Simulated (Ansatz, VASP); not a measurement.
One calculation of Ga, two programs

```xyz
1
Lattice="2.7643 0.0000 0.0000 0.0000 2.7643 0.0000 0.0000 0.0000 2.6605" Properties=species:S:1:pos:R:3 pbc="T T T"
Ga    0.0000    0.0000    0.0000
```

Alike in both runs: functional PBE; k mesh 6 × 6 × 8; occupations gaussian, width 0.1 eV; no spin polarisation.

Ansatz relaxed the structure, and its values are those at the end. VASP's run is a single point on that final structure, the one shown.

|  | VASP | Ansatz |
| --- | --- | --- |
| version | VASP 6.6.1 | Ansatz 0.2.0 |
| potentials or method | VASP PAW PBE potentials, release 64 (Ga_d) | scalar-relativistic, plane waves, PAW |
| plane-wave cutoff (eV) | 520 | 420 |
| valence electrons in the cell | 13 | 13 |

|  | VASP | Ansatz | Ansatz less VASP |
| --- | --- | --- | --- |
| gap on the k mesh at the Fermi level (eV) | none | none | - |
| pressure (GPa) | 0.0 | 0.0 | -0.04 |

A gap of «none» marks a metal or a gap that the smearing closes.

Caveats: the k mesh is coarse (spacing up to 0.38 Å⁻¹), so the values aren't converged.
